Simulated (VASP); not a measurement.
# SnSe₂, self-consistent run: which settings are enough?

SnSe₂, P-3m1 (no. 164), 3 atoms in the cell. PBE; PAW potentials Sn_d, Se (PBE set). VASP 6.6.1.

Wanted: energy within 0.2 meV/atom; levels at the zone centre within 0.003 eV.

What the run is for: comparing ways to start; Accuracy asked: tight.

Levels at the zone centre: counted from the valence top at that point.

POSCAR:
```
SnSe2
1.0
    3.8110000000      0.0000000000      0.0000000000
   -1.9055000000      3.3004228138      0.0000000000
    0.0000000000      0.0000000000      6.1360000000
Sn Se
1 2
Direct
    0.0000000000      0.0000000000      0.0000000000
    0.6666666667      0.3333333333      0.7510000000
    0.3333333333      0.6666666667      0.2490000000
```

## How the run starts (with a second run first, the time holds both)

| How the run starts (with a second run first, the time holds both) | Energy less reference (meV/atom) | Levels at the zone centre, largest deviation (eV) | Time (s) |
|---|---|---|---|
| from scratch: 12 SCF iterations | 0.00 | 0.0000 | 19 |
| density of a coarse mesh (ICHARG 1): 13 + 10 SCF iterations | 0.00 | 0.0003 | 24 |
| orbitals of a lower cutoff (ISTART 1): 12 + 5 SCF iterations | 0.00 | 0.0003 | 19 |
| orbitals of a loose run: 9 + 4 SCF iterations | 0.00 | 0.0001 | 16 |

Chosen: orbitals of a loose run: 9 + 4 SCF iterations; it saves 2.5 s of 19, so from scratch: 12 SCF iterations would do nearly as well.

## All choices together

| Input | Energy less reference (meV/atom) | Levels at the zone centre, largest deviation (eV) | Time (s) |
|---|---|---|---|
| chosen settings | 0.00 | 0.0001 | 16 |
| reference settings throughout | 0.00 | 0.0000 | 19 |

The tolerance is met.

Values of the reference run: Levels at the zone centre: -0.3897, 0, 1.092 eV from the valence top at Gamma.

## The input

INCAR.step1:
```
SYSTEM = SnSe2
GGA = PE ; ISMEAR = 0
SIGMA = 0.03 ; LWAVE = .True.
LCHARG = .True. ; ISIF = 2
PREC = Normal ; LASPH = .True.
LREAL = .False. ; ALGO = Normal
EDIFF = 0.001 ; NELM = 120
GGA_COMPAT = .False. ; ENCUT = 400
EFERMI = MIDGAP
```

INCAR.step2, as INCAR.step1 but for:
```
- LWAVE = .True.
- LCHARG = .True.
- PREC = Normal
- EDIFF = 0.001
+ LWAVE = .False.
+ LCHARG = .False.
+ PREC = Accurate
+ EDIFF = 1E-6
+ ISTART = 1
```

KPOINTS:
```
k-points
0
Gamma
  7 7 4
```

Commands (each step's output is kept before the next begins):
```
cat potpaw_PBE.64/Sn_d/POTCAR potpaw_PBE.64/Se/POTCAR > POTCAR
cp INCAR.step1 INCAR
mpirun -np 1 vasp_std > vasp.out
cp INCAR.step2 INCAR
mpirun -np 1 vasp_std > vasp.out
```

The chosen input took VASP 6.6.1 16 s on 1 core (Intel Xeon Platinum 8375C @ 2.90GHz (Ice Lake)), a shared host.

## An input that fails: restart asked without its files

VASP's message: ERROR: charge density could not be read from file CHGCAR for ICHARG>10.

Changes against the starting input:
```
- NELM = 120
+ NELM = 60
+ ICHARG = 11
```
